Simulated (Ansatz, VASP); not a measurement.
**Two plane-wave programs on Yb**

```
Yb
1.0
    -0.07182    2.61179    2.39632
     2.53997    0.00000    2.32449
     2.61179    2.61179   -0.07182
Yb
1
Direct
  0.00000 0.00000 0.00000
```

Change from the starting cell: engineering shear strain xz -0.0550, normal strain along z -0.0825.

Alike in both runs: task single point; functional PBE; k mesh 14 × 14 × 14; occupations gaussian, width 0.15 eV; no spin polarisation.

```csv
,VASP,Ansatz
version,VASP 6.6.1,Ansatz 0.2.0
potentials or method,"VASP PAW PBE potentials, release 64 (Yb)","scalar-relativistic, plane waves, PAW"
plane-wave cutoff (eV),520,420
valence electrons in the cell,24,24
```

|  | VASP | Ansatz | Ansatz less VASP |
| --- | --- | --- | --- |
| gap on the k mesh at the Fermi level (eV) | none | none | - |
| pressure (GPa) | 1.6 | 1.8 | +0.25 |
| largest component of the traceless stress (GPa) | 1.75 | 1.76 | +0.007 |

A gap of «none» marks a metal or a gap that the smearing closes.

Spin-orbit coupling is left out, which matters for the levels of Yb. Spin polarisation is off, so any magnetic state and its effect on volume and gap are missing.
